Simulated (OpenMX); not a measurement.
AlRu:

```xyz
2
Lattice="2.9916 0.0000 0.0000 0.0000 2.9916 0.0000 0.0000 0.0000 2.9916" Properties=species:S:1:pos:R:3 pbc="T T T"
Ru    1.4958    1.4958    1.4958
Al    0.0000    0.0000    0.0000
```

Base run:

- Program: OpenMX 3.8.5
- Functional: PBE
- Dispersion: D4
- Potentials or basis: OpenMX 2013 PBE set, Ru7.0-s3p2d2, Al7.0-s2p2d1, grid cutoff 400 Ry
- k mesh: 7 × 7 × 7
- Occupations: fermi-dirac, width 0.05 eV
- Spin: no spin polarisation

Its results: band gap on the k mesh none (metal or under the smearing width); pressure -1.3 GPa.

The run is repeated on the same cell with these changes: dispersion from D4 to none. What comes out?

Band gap on the k mesh none (metal or under the smearing width); pressure 4.2 GPa.

Dispersion adds attraction, which lowers the pressure at fixed volume and, as a term added to the energy, leaves the levels alone.

Caveats: the basis of atomic orbitals isn't converged, which shifts pressures, moduli and gaps; pairwise dispersion overbinds metals, which lowers pressure and volume (some runs).
